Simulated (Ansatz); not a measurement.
GaSb:

```xyz
2
Lattice="0.0000 3.0590 3.0590 3.0590 0.0000 3.0590 3.0590 3.0590 0.0000" Properties=species:S:1:pos:R:3 pbc="T T T"
Sb    4.5885    4.5885    4.5885
Ga    0.0000    0.0000    0.0000
```

Base run:

| Quantity | Value |
| --- | --- |
| Program | Ansatz 0.2.0 |
| Functional | PBEsol |
| Potentials or basis | all-electron LAPW, scalar-relativistic |
| Cutoff | 278 eV (chosen from the basis error) |
| Basis error allowed | 0.001 eV/atom |
| k mesh | 8 × 8 × 8 |
| Occupations | fermi-dirac, width 0.05 eV |
| Spin | no spin polarisation |

Its results: pressure -0.1 GPa.

Question: After a change of settings the same cell gave: pressure 5.3 GPa. Which change was it?
A. functional from PBEsol to BLYP
B. functional from PBEsol to RPBE
C. functional from PBEsol to LDA
D. functional from PBEsol to revPBE

Answer: A.

BLYP binds less tightly than PBEsol, so the same cell stands under more pressure.

Runs at the PBE level aren't shown here.
